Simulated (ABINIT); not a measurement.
Crystal: BN.

```
N B
1.0
     0.00000    1.81300    1.81300
     1.81300    0.00000    1.81300
     1.81300    1.81300    0.00000
N B
1 1
Direct
  0.25000 0.25000 0.25000
  0.00000 0.00000 0.00000
```

The cell is a database's computed one.

Base run:

```yaml
Program: ABINIT 10.8.3 (patched build)
Functional: PW91
Potentials_or_basis: JTH PAW PBE v2.0
Cutoff: 707 eV
k_mesh: 13 × 13 × 13
Occupations: fermi-dirac, width 0.05 eV
Spin: no spin polarisation
```

Its results: band gap on the k mesh 4.57 eV, indirect (least direct gap 8.79 eV); pressure -1.3 GPa.

Question: The run is repeated on the same cell with these changes: functional from PW91 to HCTH407. What comes out?

Answer: Band gap on the k mesh 4.78 eV, indirect (least direct gap 8.84 eV); pressure -0.6 GPa.

Caveats: the PAW data sets were made with another functional, which shifts forces and pressure a little.

A k mesh can miss the band edges.

Not every run made on this cell is shown here.
